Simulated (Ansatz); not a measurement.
# MoGe2N4 bilayer (AA') in a perpendicular field

Wanted: the out-of-plane response of the MoGe2N4 bilayer (AA'). A positive field points along +c.

Main program and level: Ansatz 0.2.0; plane-wave DFT, r2SCAN-D4, Ansatz PAW.

## 1. The structure

The cell holds 14 atoms: 8 N, 4 Ge and 2 Mo. Its edges and angles: a = 3.020 Å, b = 3.020 Å, c = 65.818 Å, α = 90.0°, β = 90.0°, γ = 120.0°. Regions: layer 1: MoGe2N4, 7 atoms (4 N, 2 Ge and 1 Mo); layer 2: MoGe2N4, 7 atoms (4 N, 2 Ge and 1 Mo). Vacuum lies along c.

As a file:

```cif
data_structure
_symmetry_space_group_name_H-M 'P 1'
_symmetry_Int_Tables_number 1
_cell_length_a 3.0200
_cell_length_b 3.0200
_cell_length_c 65.8182
_cell_angle_alpha 90.000
_cell_angle_beta 90.000
_cell_angle_gamma 120.000
_cell_volume 519.86
loop_
_atom_site_label
_atom_site_type_symbol
_atom_site_fract_x
_atom_site_fract_y
_atom_site_fract_z
_atom_site_occupancy
N1 N 0.00000 0.00000 0.36768 1
Ge2 Ge 0.33333 0.66667 0.37661 1
N3 N 0.33333 0.66667 0.40457 1
Mo4 Mo 0.00000 0.00000 0.42169 1
N5 N 0.33333 0.66667 0.43880 1
Ge6 Ge 0.33333 0.66667 0.46676 1
N7 N 0.00000 0.00000 0.47569 1
N8 N 0.33333 0.66667 0.52431 1
Ge9 Ge 0.00000 0.00000 0.53324 1
N10 N 0.00000 0.00000 0.56120 1
Mo11 Mo 0.33333 0.66667 0.57831 1
N12 N 0.00000 0.00000 0.59543 1
Ge13 Ge 0.00000 0.00000 0.62339 1
N14 N 0.33333 0.66667 0.63232 1
```

## 2. Relaxation

The starting cell is a guess, so the in-plane lattice and the atoms are relaxed first, with the slab cut off from its images along the normal.

input.yaml reads:

```yaml
crystal:
  lattice:
    - [3.02, 0.0, 0.0]
    - [-1.51, 2.6153967194, 0.0]
    - [0.0, 0.0, 65.8181933578]
  atoms:
    - { symbol: "N", position: [0.0, 0.0, 0.3676794935] }
    - { symbol: Ge, position: [0.3333333333, 0.6666666667, 0.3766096099] }
    - { symbol: "N", position: [0.3333333333, 0.6666666667, 0.4045654061] }
    - { symbol: Mo, position: [0.0, 0.0, 0.4216850528] }
    - { symbol: "N", position: [0.3333333333, 0.6666666667, 0.4388046994] }
    - { symbol: Ge, position: [0.3333333333, 0.6666666667, 0.4667604956] }
    - { symbol: "N", position: [0.0, 0.0, 0.475690612] }
    - { symbol: "N", position: [0.3333333333, 0.6666666667, 0.524309388] }
    - { symbol: Ge, position: [0.0, 0.0, 0.5332395044] }
    - { symbol: "N", position: [0.0, 0.0, 0.5611953006] }
    - { symbol: Mo, position: [0.3333333333, 0.6666666667, 0.5783149472] }
    - { symbol: "N", position: [0.0, 0.0, 0.5954345939] }
    - { symbol: Ge, position: [0.0, 0.0, 0.6233903901] }
    - { symbol: "N", position: [0.3333333333, 0.6666666667, 0.6323205065] }
  periodic: [true, true, false]
kpoints:
  mp_grid: { grid: [12, 12, 1] }
hamiltonian:
  xc: r2scan
  dispersion: d4
scf:
  occupations: { method: fermi_dirac, width: 0.05 }
  convergence: { dr2_threshold: 1.0e-09 }
relax:
  f_tol: 0.004
  max_steps: 90
  cell: {}
output:
  write_potential: true
  write_density: true
  volumetric_format: npy
```

On the command line:

```console
$ ansatz run input.yaml --threads 4 --pin off --max-ram 12288MiB --backend cpu --events-out ev --progress --plain --runs-dir out
```

Numbers of over 12 decimals in the logs are rounded to 6 here.

The log of the run:

```text
Warning: relax.cell: scf.convergence.dr2_threshold = 1e-9 eV is looser than the 1.86230309845e-10 eV advised for a relaxation that steers and ends on the stress (1e-10 eV for each atom of the cell: 14, times the square of relax.cell.stress_2d_tol = 0.05 N/m over 27.4 Å (the atoms' height at the walk's start and 5 Å past either face), 1.824e-2 GPa, over a crystal's default 0.05). What an SCF threshold leaves in a stress goes as its square root, and in the free energy as the threshold itself, and one threshold admits the most on a small cell: [figures from the program's tests cut] Set scf.convergence.dr2_threshold to 1.86230309845e-10 eV or tighter. [rest of the remark cut]
Engine: ansatz 0.2.0, aarch64-unknown-linux-gnu
Pseudopotentials: kind: paw
Pseudopotential: N, paw, valence charge 5, recommended cutoff 500 eV (meta_gga), N.paw.azcp
Pseudopotential: Ge, paw, valence charge 14, recommended cutoff 500 eV (meta_gga), Ge.paw.azcp
Pseudopotential: Mo, paw, valence charge 14, recommended cutoff 500 eV (meta_gga), Mo.paw.azcp
Functional definition: r2SCAN
  parameter k0 = 0.174
  parameter k1 = 0.065
  parameter a1 = 4.9479
  exchange = r2scan_x(k0 = k0, k1 = k1, a1 = a1)
  correlation = r2scan_c
Crystal: 14 atoms, lattice volume = 519.865 Å³
Basis set: ecut = 500 eV, 13429 PW (Γ), exchange–correlation on 96×96×1944 points (64 copies of the dense FFT grid, shifted against one another)
Bands: 76, of which v1, the nominal top of the filled ones, is band 62 counted from 1 (61 counted from 0)
Symmetry: 12 space group operations
Space group: P-3m1 (ITA 164), of the structure as read, at distance tolerance 8.0e-5 Å
k-points: 19 of 144
Non-local potential: N, projectors of the file, l = 0: 2, l = 1: 2, l = 2: 1
Non-local potential: Ge, projectors of the file, l = 0: 2, l = 1: 2, l = 2: 3, l = 3: 1
Non-local potential: Mo, projectors of the file, l = 0: 3, l = 1: 2, l = 2: 2, l = 3: 1
PAW form: soft (Blöchl's): semilocal exchange-correlation on the pseudo side does not see the compensation charge
PAW frozen core: N, regenerated for the run's functional (the file was generated under x = pbe(κ = 0.804, μ = 0.219515), c = pbe(β = 0.066725))
PAW frozen core: Ge, regenerated for the run's functional (the file was generated under x = pbe(κ = 0.804, μ = 0.219515), c = pbe(β = 0.066725))
PAW frozen core: Mo, regenerated for the run's functional (the file was generated under x = pbe(κ = 0.804, μ = 0.219515), c = pbe(β = 0.066725))
PAW one-centre angular grid: N, 302 points (default); XC on 160 Gauss nodes
PAW one-centre angular grid: Ge, 590 points (default); XC on 160 Gauss nodes
PAW one-centre angular grid: Mo, 590 points (default); XC on 160 Gauss nodes
Initial density: superposition of atomic densities (neutral atoms: chi_scale 0, normalization atom), corrected by the library's trained network
Initial wavefunctions: pseudopotential atomic-orbital guess
Functional: x = r2scan, c = r2scan; τ floored in thin density (d = 2e-4 eV/Å³)
SCF iter   1: F=—  HF=-30230.859830 eV  |F-HF|=—  |Δ(HF+E_count)|=         —  Δρ=7.67e-3  dr2=3.85e-1  dr2_τ=1.05e0  ethr=1.77e-3  ⟨swp⟩=11.6  Hψ=9205  notcnv=0  defer=19
preconditioner: auto → Resta (q_TF=auto, 2.149 Å⁻¹)  ε∞=1.8  [insulator: Δε(μ)=0.602 eV  Ē_g=18.931 eV  σ=0.050 eV  W_gap=0.99  n_scr=44 (ndim 8)  ℏωp=16.9 eV  f_vac=0.691  D(μ)=0.01/eV (n_scr^D=0)  ε∞_Penn≈1.8  vacuum switching on, ρ_ref=2.6e-2 e/Å³]
SCF iter   2: F=—  HF=-30231.084208 eV  |F-HF|=—  |Δ(HF+E_count)|=   2.24e-1  Δρ=5.08e-3  dr2=1.89e-1  dr2_τ=3.39e-2  ethr=3.11e-4  ⟨swp⟩=4.1  Hψ=3657  notcnv=0  defer=132
preconditioner: auto → LDOS  [insulator: Δε(μ)=0.372 eV  Ē_g=18.621 eV  σ=0.050 eV  W_gap=0.95  n_scr=44 (ndim 8)  ℏωp=16.9 eV  f_vac=0.691  D(μ)=0.06/eV (n_scr^D=2)  ε∞_Penn≈1.8  β→1.0]
SCF iter   3: F=—  HF=-30231.061129 eV  |F-HF|=—  |Δ(HF+E_count)|=   2.31e-2  Δρ=1.65e-3  dr2=2.43e-2  dr2_τ=1.17e-3  ethr=1.53e-4  ⟨swp⟩=3.6  Hψ=2606  notcnv=0  defer=132
SCF iter   4: F=—  HF=-30231.066242 eV  |F-HF|=—  |Δ(HF+E_count)|=   5.11e-3  Δρ=1.34e-3  dr2=4.52e-2  dr2_τ=1.01e-3  ethr=1.96e-5  ⟨swp⟩=3.9  Hψ=3772  notcnv=0  defer=132
SCF iter   5: F=—  HF=-30231.060222 eV  |F-HF|=—  |Δ(HF+E_count)|=   6.02e-3  Δρ=3.43e-4  dr2=4.43e-4  dr2_τ=6.40e-5  ethr=1.96e-5  ⟨swp⟩=2.8  Hψ=2167  notcnv=0  defer=132
SCF iter   6: F=—  HF=-30231.060299 eV  |F-HF|=—  |Δ(HF+E_count)|=   7.69e-5  Δρ=1.32e-4  dr2=5.87e-5  dr2_τ=8.88e-6  ethr=3.57e-7  ⟨swp⟩=3.7  Hψ=3485  notcnv=0  defer=132
SCF iter   7: F=—  HF=-30231.060318 eV  |F-HF|=—  |Δ(HF+E_count)|=   1.90e-5  Δρ=7.05e-5  dr2=2.20e-5  dr2_τ=2.23e-6  ethr=4.73e-8  ⟨swp⟩=3.4  Hψ=2992  notcnv=0  defer=132
SCF iter   8: F=—  HF=-30231.060309 eV  |F-HF|=—  |Δ(HF+E_count)|=   9.37e-6  Δρ=2.85e-5  dr2=2.11e-6  dr2_τ=5.30e-7  ethr=1.78e-8  ⟨swp⟩=3.8  Hψ=3242  notcnv=0  defer=132
SCF iter   9: F=—  HF=-30231.060450 eV  |F-HF|=—  |Δ(HF+E_count)|=   1.41e-4  Δρ=1.10e-5  dr2=1.82e-7  dr2_τ=2.09e-8  ethr=1.70e-9  ⟨swp⟩=3.7  Hψ=3174  notcnv=0  defer=130
SCF iter  10: F=—  HF=-30231.060450 eV  |F-HF|=—  |Δ(HF+E_count)|=   2.35e-7  Δρ=2.68e-6  dr2=2.60e-8  dr2_τ=2.63e-9  ethr=1.47e-10  ⟨swp⟩=3.2  Hψ=3047  notcnv=0  defer=130
SCF iter  11: F=—  HF=-30231.060450 eV  |F-HF|=—  |Δ(HF+E_count)|=   8.03e-9  Δρ=9.90e-7  dr2=5.00e-9  dr2_τ=6.55e-10  ethr=2.10e-11  ⟨swp⟩=3.8  Hψ=3289  notcnv=0  defer=130
SCF iter  12: F=-30231.060450 eV  HF=-30231.060450 eV  |F-HF|=9.42e-10  |Δ(HF+E_count)|=   1.71e-9  Δρ=3.71e-7  dr2=5.20e-10  dr2_τ=1.04e-10  ethr=1.00e-12  ⟨swp⟩=13.2  Hψ=12019  notcnv=0
SCF 1 converged in 12 iterations: F = -30231.060450 eV  dr2 = 5.20e-10
  greatest PAW one-centre occupation: 0.998 electrons in one spin orbital (limit 2), on the Ge atom at site 8 (counted from 0), in its partial waves of l = 2
relax step   1: F+E_penalty+E_count = -30231.06044995 eV  Δ(F+E_penalty+E_count) = +0.000e0 eV  max|allowed force component| = 1.825e0 eV/Å  Δτ_max = 0.0000 Å  P = -7.152 N/m  Ω = 519.865 Å³  fix = [c, alpha, beta]  reactions: c -0.000 N/m  (12 SCF iters, accepted)
Crystal: 14 atoms, lattice volume = 503.569 Å³
Basis set: ecut = 500 eV, 13021 PW (Γ), exchange–correlation on 96×96×1944 points (64 copies of the dense FFT grid, shifted against one another)
Initial density: handed on by an earlier stage of this run
Initial wavefunctions: those handed on with the density
iter 1 solved again at ethr=7.87e-4 eV; its pass at ethr=3.10e-3 eV (dr2=9.76e-1 eV) is discarded
SCF iter   1: F=—  HF=-30231.148884 eV  |F-HF|=—  |Δ(HF+E_count)|=         —  Δρ=1.84e-2  dr2=9.77e-1  dr2_τ=4.07e0  ethr=7.87e-4  ⟨swp⟩=4.1  Hψ=9559  notcnv=0  defer=20
[...]
relax step   5: F+E_penalty+E_count = -30231.59980284 eV  Δ(F+E_penalty+E_count) = -8.750e-4 eV  max|allowed force component| = 4.614e-2 eV/Å  Δτ_max = 0.0026 Å  P = -0.353 N/m  Ω = 508.569 Å³  energy of the carried Pulay correction = +1.886e-3 eV  fix = [c, alpha, beta]  reactions: c -0.000 N/m  (9 SCF iters, accepted)
[...]
relax step   6: F+E_penalty+E_count = -30231.59998226 eV  Δ(F+E_penalty+E_count) = -1.794e-4 eV  max|allowed force component| = 2.344e-3 eV/Å  Δτ_max = 0.0028 Å  P = +0.015 N/m  Ω = 508.361 Å³  energy of the carried Pulay correction = +1.922e-3 eV  fix = [c, alpha, beta]  reactions: c +0.000 N/m  (9 SCF iters, accepted)
Initial wavefunctions: pseudopotential atomic-orbital guess (no wavefunctions were taken with the density)
iter 1 solved again at ethr=2.08e-7 eV; its pass at ethr=3.10e-3 eV (dr2=2.57e-4 eV) is discarded
SCF iter   1: F=—  HF=-30231.598013 eV  |F-HF|=—  |Δ(HF+E_count)|=         —  Δρ=3.06e-5  dr2=5.35e-7  dr2_τ=3.30e-6  ethr=2.08e-7  ⟨swp⟩=7.2  Hψ=16613  notcnv=0
preconditioner: auto → Resta (q_TF=auto, 2.157 Å⁻¹)  ε∞=1.8  [insulator: Δε(μ)=1.228 eV  Ē_g=18.714 eV  σ=0.050 eV  W_gap=1.00  n_scr=44 (ndim 8)  ℏωp=17.1 eV  f_vac=0.689  D(μ)=0.00/eV (n_scr^D=0)  ε∞_Penn≈1.8  vacuum switching on, ρ_ref=2.5e-2 e/Å³]
SCF iter   2: F=—  HF=-30231.598148 eV  |F-HF|=—  |Δ(HF+E_count)|=   1.35e-4  Δρ=1.57e-5  dr2=1.75e-7  dr2_τ=1.40e-7  ethr=4.31e-10  ⟨swp⟩=4.4  Hψ=4426  notcnv=0
SCF iter   3: F=—  HF=-30231.598148 eV  |F-HF|=—  |Δ(HF+E_count)|=   3.64e-7  Δρ=4.73e-6  dr2=2.06e-7  dr2_τ=1.94e-8  ethr=1.41e-10  ⟨swp⟩=3.0  Hψ=3051  notcnv=0
SCF iter   4: F=—  HF=-30231.598148 eV  |F-HF|=—  |Δ(HF+E_count)|=   2.56e-8  Δρ=1.81e-6  dr2=9.01e-9  dr2_τ=2.39e-9  ethr=1.41e-10  ⟨swp⟩=3.1  Hψ=2520  notcnv=0
SCF iter   5: F=—  HF=-30231.598148 eV  |F-HF|=—  |Δ(HF+E_count)|=   3.12e-9  Δρ=4.19e-7  dr2=1.43e-9  dr2_τ=7.32e-11  ethr=7.26e-12  ⟨swp⟩=3.4  Hψ=3202  notcnv=0
SCF iter   6: F=-30231.598148 eV  HF=-30231.598148 eV  |F-HF|=7.28e-12  |Δ(HF+E_count)|=   1.07e-9  Δρ=2.18e-7  dr2=4.93e-10  dr2_τ=1.96e-11  ethr=1.00e-12  ⟨swp⟩=18.5  Hψ=12234  notcnv=0
SCF 7 converged in 6 iterations: F = -30231.598148 eV  dr2 = 4.93e-10
relax step   7: F+E_penalty+E_count = -30231.59814839 eV  Δ(F+E_penalty+E_count) = +1.834e-3 eV  max|allowed force component| = 2.331e-3 eV/Å  Δτ_max = 0.0000 Å  P = +0.009 N/m  Ω = 508.361 Å³  fix = [c, alpha, beta]  reactions: c +0.000 N/m  stress off target by 8.58e-3 N/m on what of the cell is left free  SCF on the basis re-selected at this cell (its energy is not comparable with the rows above)  (6 SCF iters)
basis re-selected at this cell: Δ(F+E_penalty+E_count) = +1.834e-3 eV, ΔP = -0.006 N/m vs the last step (what re-selecting the basis moved, of the pressure what is left beyond the Pulay correction that the steps carried, after the strain that the cell walked since its last selection, with what the two solves' SCF thresholds leave and, on support functions, any second-order correction that the steps lacked; it is no m [...]
WARN: The output density's exchange-correlation potential varies sharply where the density is thin. Do not read a vacuum level from v_tot or v_xc, or from such a field of the output density. On a cell that repeats whose density bears no net charge and no dipole along the vacuum's axis use v_es (v_loc + v_h of the components); under efield.dipole_correction with no amplitude use v_es + v_field, which holds any externa [...]
SCF converged after 6 iterations
Free energy (F): -30231.598148 eV
Harris-Foulkes:  -30231.598148 eV  (|F-HF|=7.28e-12)
Internal energy: -30231.598148 eV  (E = F + TS)
E sigma→0 (E₀):  -30231.598148 eV
Entropy (-TS):   -0.000000 eV (-0.000 meV/atom)
Fermi energy:    -4.992445 eV
--- Per-component energies (eV) ---
  E_band       = -2968.421979
  E_kinetic    = 2380.601209
  E_local      = -1788611.238366  (includes V_loc(G=0)·N_el)
  E_nonlocal   = 2344.170688
  E_hartree    = 892033.581730
  E_xc         = -1111.971504
  E_vxc        = -1462.079457  (∫ρ·V_xc dr)
  E_paw        = -15617.628593  (= ΣΔE_a)
  E_vpaw       = -1774.780309  (= ΣTr[D̂ρ^β])
  E_aug_tail   = 0.000251  (compensation charges beyond the density's cutoff)
  E_vtau       = 87.726575  (kinetic-family band-sum trace: ∫τ·v_τ [+ j·A + Jᵃ·Aᵃ] dr)
  E_ewald      = 878357.543552
  E_disp       = -1.635129  (pairwise vdW)
  E_core_change = -5.021987  (= ΣΔE_core)
  E_smearing   = -0.000000  (= −TS)
  E_closure    = -0.000000  (closes the sum)
  Σ components = -30231.598148   (vs F -30231.598148, Δ=0.00e0)
--- Forces (eV/Å), atoms counted from 1 ---
  atom   1  N      0.00000000    -0.00000000     0.00000028
  atom   2  Ge     0.00000000     0.00000000     0.00083039
  atom   3  N     -0.00000000    -0.00000000    -0.00233089
  atom   4  Mo    -0.00000000    -0.00000000    -0.00050745
  atom   5  N      0.00000000    -0.00000000     0.00063931
  atom   6  Ge     0.00000000     0.00000000     0.00136919
  atom   7  N     -0.00000000    -0.00000000    -0.00097021
  atom   8  N      0.00000000     0.00000000     0.00097021
  atom   9  Ge     0.00000000    -0.00000000    -0.00136919
  atom  10  N     -0.00000000     0.00000000    -0.00063931
  atom  11  Mo     0.00000000     0.00000000     0.00050745
  atom  12  N     -0.00000000     0.00000000     0.00233089
  atom  13  Ge     0.00000000    -0.00000000    -0.00083039
  atom  14  N     -0.00000000     0.00000000    -0.00000028
  max |Σ_I F_I| component: 1.02e-16 eV/Å
--- 2D stress c σ (N/m, compression-positive) ---
        0.008576      -0.000000      -0.000000
        0.000000       0.008576       0.000000
       -0.000000       0.000000       0.000000
  P = ½ c Tr σ = 0.0086 N/m
--- Band table (eV; the first three rows and the last of 19) ---
  k-point 0: bands = [... 58 lower, -7.9215, -7.3785, -5.7968, -5.6053, -2.9853, -2.9315, -2.9161, -2.7685, ... 10 higher]
  k-point 1: bands = [... 58 lower, -7.6883, -7.3200, -5.7572, -5.6488, -3.2728, -3.1562, -2.9944, -2.8847, ... 10 higher]
  k-point 2: bands = [... 58 lower, -7.6844, -7.4339, -6.0719, -6.0592, -3.3542, -3.2149, -2.9876, -2.8791, ... 10 higher]
  k-point 18: bands = [... 58 lower, -7.5780, -7.5780, -6.3193, -6.3155, -4.3771, -4.3771, -2.0876, -2.0876, ... 10 higher]
  the weakly bound empty levels are not read free of the cell's end (no_gap_told)
--- Relaxed structure (6 steps of the walk, 6 accepted, 1 SCFs on fresh bases) ---
  F+E_penalty+E_count = -30231.59814839 eV   max|allowed force component| = 2.331e-3 eV/Å   (the final SCF, on the basis selected at the relaxed cell)
  cell:  # Å, volume = 508.3607 Å³
    - [2.986398, 0.0, 0]
    - [-1.493199, 2.586296, 0]
    - [0, 0, 65.8181933578]
  atoms:
    - { symbol: N, position: [6.566432218765041e-18, -5.16524866261649e-17, 0.366856] }
    - { symbol: Ge, position: [0.333333, 0.666667, 0.376100] }
    - { symbol: N, position: [0.333333, 0.666667, 0.404360] }
    - { symbol: Mo, position: [1.2977133139604356e-17, -4.9820857791639394e-17, 0.422828] }
    - { symbol: N, position: [0.333333, 0.666667, 0.441295] }
    - { symbol: Ge, position: [0.333333, 0.666667, 0.469542] }
    - { symbol: N, position: [1.9014867728154078e-17, -4.809579076633947e-17, 0.478686] }
    - { symbol: N, position: [0.333333, 0.666667, 0.521314] }
    - { symbol: Ge, position: [1.850104426375067e-19, -5.347574999077258e-17, 0.530458] }
    - { symbol: N, position: [1.1350757345012407e-18, -5.320430276452581e-17, 0.558705] }
    - { symbol: Mo, position: [0.333333, 0.666667, 0.577172] }
    - { symbol: N, position: [9.921113814251019e-18, -5.0694006170311574e-17, 0.595640] }
    - { symbol: Ge, position: [1.0912049139141158e-17, -5.041088179177155e-17, 0.623900] }
    - { symbol: N, position: [0.333333, 0.666667, 0.633144] }
```

Run time: 3.8 min. Hardware: 4 threads of Arm Neoverse V1, shared host; peak memory 2.8 GiB.

Step by step:

| step | energy less that of the first step (eV) | largest force component (eV/Å) | volume (Å³) |
| --- | --- | --- | --- |
| 1 | 0.0000 | 1.8252 | 519.86 |
| 2 | -0.4736 | 0.7818 | 503.57 |
| 3 | -0.5360 | 0.1997 | 508.25 |
| 4 | -0.5385 | 0.1301 | 508.66 |
| 5 | -0.5394 | 0.0461 | 508.57 |
| 6 | -0.5395 | 0.0023 | 508.36 |
| 7* | -0.5377 | 0.0023 | 508.36 |

Relaxation steps marked * repeat the geometry before them on a plane-wave basis chosen anew for their cell, so energy and pressure can jump there.

Forces are held to the 12 operations that the run works with; a distortion that breaks them can't arise in this run.

| cell as run | before | after | change |
| --- | --- | --- | --- |
| a (Å) | 3.020 | 2.986 | -1.1 % |
| b (Å) | 3.020 | 2.986 | -1.1 % |

The atoms that moved most (Å, along periodic axes as changes of fractional coordinates times the final cell, across vacuum about the mean position):

| atom | dx | dy | dz | length |
| --- | --- | --- | --- | --- |
| N7 | 0.000 | 0.000 | 0.197 | 0.197 |
| N8 | 0.000 | 0.000 | -0.197 | 0.197 |
| Ge9 | 0.000 | 0.000 | -0.183 | 0.183 |
| Ge6 | 0.000 | 0.000 | 0.183 | 0.183 |
| N10 | 0.000 | 0.000 | -0.164 | 0.164 |
| N5 | 0.000 | 0.000 | 0.164 | 0.164 |
| Mo11 | 0.000 | 0.000 | -0.075 | 0.075 |
| Mo4 | 0.000 | 0.000 | 0.075 | 0.075 |

The relaxed structure:

```cif
data_structure
_symmetry_space_group_name_H-M 'P 1'
_symmetry_Int_Tables_number 1
_cell_length_a 2.9864
_cell_length_b 2.9864
_cell_length_c 65.8182
_cell_angle_alpha 90.000
_cell_angle_beta 90.000
_cell_angle_gamma 120.000
_cell_volume 508.36
loop_
_atom_site_label
_atom_site_type_symbol
_atom_site_fract_x
_atom_site_fract_y
_atom_site_fract_z
_atom_site_occupancy
N1 N 0.00000 0.00000 0.36686 1
Ge2 Ge 0.33333 0.66667 0.37610 1
N3 N 0.33333 0.66667 0.40436 1
Mo4 Mo 0.00000 0.00000 0.42283 1
N5 N 0.33333 0.66667 0.44129 1
Ge6 Ge 0.33333 0.66667 0.46954 1
N7 N 0.00000 0.00000 0.47869 1
N8 N 0.33333 0.66667 0.52131 1
Ge9 Ge 0.00000 0.00000 0.53046 1
N10 N 0.00000 0.00000 0.55871 1
Mo11 Mo 0.33333 0.66667 0.57717 1
N12 N 0.00000 0.00000 0.59564 1
Ge13 Ge 0.00000 0.00000 0.62390 1
N14 N 0.33333 0.66667 0.63314 1
```

The lattice constant a goes from 3.020 to 2.986 Å.

(Continued in part 2 of 3.)

[Logs are printed without paths, hosts, clocks, repeated set-up lines and the standing remarks that a program may print on its own settings, such as how far it seeks lower states.]

[Hosts, paths, dates, database ids (printed as entryN), source tags and the programs' standing remarks are cut or masked in the printed files.]

[Maps of the electrostatic potential energy from Ansatz leave out the sawtooth potential of an applied field or a dipole correction, so their vacuum need not be flat; planar profiles and work functions include it.]
